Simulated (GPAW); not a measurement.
Runs of GPAW 26.7.0 on WS2 (Tungstenite). The structure is hexagonal, space group P6_3/mmc (No. 194). The conventional cell has a = 3.180 Å, b = 3.180 Å, c = 12.500 Å, α = 90.00°, β = 90.00°, γ = 120.00°. Around W (site symmetry -6m2) lie 6 S at 2.41 Å. Around S (site symmetry 3m) lie 3 W at 2.41 Å. 

```csv
task,level,potentials or basis,cell,k mesh,ranks,optimizer,fmax,max steps,convergence,mesh quality,gap on the mesh (eV),pressure (GPa),relaxed volume (Å³/atom),largest force (eV/Å)
relaxation of cell and atoms,PBE,"GPAW PAW data sets (gpaw-data 1.2.1), pw",relaxed,5 × 5 × 2,-,BFGS,0.02 eV/Å,60,density=1e-05 forces=0.0001,coarse,1.69,0.0,20.95,0.01
relaxation of cell and atoms,BLYP+D4,"PAW data sets generated in the run's folder for this functional, pw",relaxed,6 × 6 × 2,-,BFGS,0.02 eV/Å,40,-,coarse,(b),0.0,(a),-
relaxation of cell and atoms,PBE+D3(op),"GPAW PAW data sets (gpaw-data 1.2.1), pw",relaxed,5 × 5 × 2,-,BFGS,0.02 eV/Å,60,density=1e-05 forces=0.0001,coarse,0.99,0.0,17.68,0.01
band structure,LDA,"the program's PAW data sets (release 1.2.1) made for this functional, newer versions, pw",as given,6 × 6 × 2,-,-,-,-,-,coarse,0.97,-6.1,-,(c)
```

Alike in all rows: no spin polarisation; cutoff (eV) 600; smearing fermi-dirac 0.05 eV.

Question: Fill in the values left out.

Answer: (a) 17.55; (b) 0.83; (c) 0.41.

Caveats: some runs use coarse meshes; spin-orbit coupling is left out, which moves the levels of the heavy elements; later steps reuse the first step's grids (some runs); an odd mesh through Γ misses points on the zone boundary, where band edges often lie (some runs); this functional lacks dispersion, which binds the layers, so the pressure and a relaxed spacing across them are unreliable (some runs).

A k mesh can miss the band edges, and the runs leave out spin-orbit coupling on W.

Not every run made on this cell is shown here.
